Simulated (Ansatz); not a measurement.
## TiSi2, one cell by several methods

```yaml
crystal:
  lattice:
    - [0.00000, 4.11800, 4.21889]
    - [2.38650, 0.00000, 4.21889]
    - [2.38650, 4.11800, 0.00000]
  atoms:
    - { symbol: Ti, position: [0.75000, 0.75000, 0.75000] }
    - { symbol: Ti, position: [0.50000, 0.50000, 0.50000] }
    - { symbol: Si, position: [0.08300, 0.41700, 0.08300] }
    - { symbol: Si, position: [0.41700, 0.08300, 0.41700] }
    - { symbol: Si, position: [0.16700, 0.83300, 0.16700] }
    - { symbol: Si, position: [0.83300, 0.16700, 0.83300] }
```

Atom numbers follow the list: Ti1, Ti2, Si3, Si4, Si5, Si6.

The conventional cell has a = 4.773 Å, b = 8.236 Å, c = 8.438 Å, α = 90.00°, β = 90.00°, γ = 90.00°. Ti (atom 1) has 10 Si at 2.52 to 2.75 Å as nearest neighbours. Si (atom 3) is surrounded by 5 Ti at 2.52 to 2.75 Å and 5 Si at 2.52 to 2.75 Å.

The cell is COD entry 1010453, as deposited and not checked against the literature; nothing was relaxed. It is an old determination, and later ones may differ. The listed cell was then made from it by scaling, straining or moving an atom.

Levels of theory: DFT, PBE, PAW with Ansatz's default frozen-core files, scalar-relativistic (Ansatz 0.2.0); DFT, PBE, all-electron PAW with datasets made for the crystal, scalar-relativistic (Ansatz 0.2.0); DFT, PBE, all-electron LAPW, scalar-relativistic (Ansatz 0.2.0).

For PAW: a Γ-centred 8×8×8 k mesh, Fermi–Dirac smearing of 0.08 eV, cutoff 420 eV, no spin polarisation. The crystal-made all-electron datasets (AE datasets) take a cutoff of 260 eV at this cell. LAPW targets a basis error of 0.5 meV/atom. The Ansatz runs share mesh, smearing and spin set-up. Plane-wave (PAW) pressures include the program's estimate of the Pulay term.

Stress and pressure are positive in compression.

| quantity | PAW | AE datasets | LAPW |
| --- | --- | --- | --- |
| pressure (GPa) | 4.20 | 4.20 | 4.20 |
| stress xx (GPa) | 3.80 | 3.79 | 3.80 |
| stress yy (GPa) | 2.19 | 2.17 | 2.17 |
| stress zz (GPa) | 6.63 | 6.62 | 6.62 |
| force on Si3, y (eV/Å) | 0.191 | 0.191 | 0.191 |

PAW's pressure differs from the LAPW value by about 0.01 GPa or less.
